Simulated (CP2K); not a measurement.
CdF2:

```xyz
3
Lattice="3.8099 0.0000 0.0000 1.9049 3.2995 0.0000 1.9049 1.0998 3.1108" Properties=species:S:1:pos:R:3 pbc="T T T"
Cd    0.0000    0.0000    0.0000
F     5.7148    3.2995    2.3331
F     1.9049    1.0998    0.7777
```

| Item | Value |
| --- | --- |
| Program | CP2K 2026.2 |
| Task | relaxation of cell and atoms |
| Functional | PBE |
| Potentials or basis | POTENTIAL_UZH Cd GTH-PBE-q12, F GTH-PBE-q7; TZVP-MOLOPT-PBE-GTH basis |
| Density cutoff | 14966 eV |
| k mesh | 7 × 7 × 7 |
| Occupations | fermi-dirac, width 0.05 eV |
| Spin | no spin polarisation |

At the start: pressure 6.5 GPa; volume 13.03 Å³/atom.

How do energy, volume and symmetry change on relaxing?

Over 6 steps the energy falls by 15.2 meV/atom and the volume is 13.84 Å³/atom (+6.2 %); space group R-3m (No. 166, to 0.05 Å).

The path:
| step | energy change (eV) | largest force (eV/Å) | volume (Å³) |
| --- | --- | --- | --- |
| 1 | 0.0000 | 0.0120 | 39.10 |
| 2 | -0.0065 | 0.0112 | 39.27 |
| 3 | -0.0453 | 0.0132 | 41.29 |
| 4 | -0.0456 | 0.0134 | 41.51 |
| 5 | -0.0456 | 0.0132 | 41.53 |
| 6 | -0.0456 | 0.0132 | 41.53 |

Final structure:
```cif
data_structure
_symmetry_space_group_name_H-M 'P 1'
_symmetry_Int_Tables_number 1
_cell_length_a 3.8703
_cell_length_b 3.8705
_cell_length_c 3.8706
_cell_angle_alpha 60.688
_cell_angle_beta 60.518
_cell_angle_gamma 60.517
_cell_volume 41.53
loop_
_atom_site_label
_atom_site_type_symbol
_atom_site_fract_x
_atom_site_fract_y
_atom_site_fract_z
_atom_site_occupancy
Cd1 Cd 0.00000 0.00000 0.00000 1
F1 F 0.75000 0.75000 0.75000 1
F2 F 0.25000 0.25000 0.25000 1
```

Caveat: the basis of atomic orbitals isn't converged, which shifts pressures, moduli and gaps; the real-space grid breaks the cell's symmetry a little.
